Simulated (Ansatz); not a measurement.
The system is CdS (Hawleyite).

```
Cd S
1.0
     0.00000    2.91650    2.91650
     2.91650    0.00000    2.91650
     2.91650    2.91650    0.00000
Cd S
1 1
Direct
  0.00000 0.00000 0.00000
  0.75000 0.75000 0.75000
```

Base run:

| Property | Result |
| --- | --- |
| Program | Ansatz 0.2.0 |
| Functional | RPBE |
| Potentials or basis | Ansatz PAW |
| Cutoff | 420 eV (not typed: the program's choice for these potentials) |
| k mesh | 8 × 8 × 8 |
| Occupations | fermi-dirac, width 0.05 eV |
| Spin | no spin polarisation |

Its results: band gap on the k mesh 1.33 eV, direct; pressure 5.1 GPa.

Problem. After a change of settings the same cell gave: band gap on the k mesh 1.09 eV, direct; pressure 6.1 GPa. Which change was it?
A. functional from RPBE to PBE; occupations from fermi-dirac, width 0.05 eV to gaussian, width 0.029 eV
B. functional from RPBE to BLYP
C. functional from RPBE to HSE06; k mesh from 8 × 8 × 8 to 4 × 4 × 4
D. functional from RPBE to revPBE

Solution. B.

Caveats: the PAW data sets come from PBE, with cores solved anew for the run's functional, which leaves a small shift of forces and pressure.
